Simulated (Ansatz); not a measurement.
A run of Ansatz 0.2.0 is set up as follows.

File input.yaml:

```yaml
crystal:
  lattice:
    - [0.0, 2.9638194539, 2.9638194539]
    - [2.9638194539, 0.0, 2.9638194539]
    - [2.9638194539, 2.9638194539, 0.0]
  atoms:
    - { symbol: Ge, position: [0.75, 0.75, 0.75], spin: 0.501, spin_axis: [0.289, 0.289, 0.289] }
    - { symbol: Ge, position: [0.5, 0.5, 0.5], spin: 0.501, spin_axis: [-0.289, -0.289, -0.289] }
hamiltonian:
  xc: pbesol
  pseudopotentials: { kind: paw, source: ansatz }
  dispersion: d4
magnetization:
  noncollinear: true
  spin_orbit: false
kpoints:
  mp_grid: { grid: [8, 8, 8] }
scf:
  occupations: { method: fermi_dirac, width: 0.1 }
output:
  forces: true
  stress: true
  eigenvalues: true
  xc_energy_on_converged_density: [lda, pbe, rpbe, revpbe, blyp]
```

Potentials or basis: Ansatz PAW earlier set.

Command:

```sh
$ ansatz run input.yaml --threads 1 --pin off --max-ram 2560MiB --backend cpu --events-out ev --progress --plain --runs-dir out
```

(1) What does it give for the pressure?

(2) Predict the net moment.

Answers

(1) -6.9 GPa.

(2) 0.00 μB per cell.

Caveat: pairwise dispersion overbinds metals, which lowers pressure and volume; the PAW data sets come from PBE, with cores solved anew for the run's functional, which leaves a small shift of forces and pressure; the starting moments weren't kept.
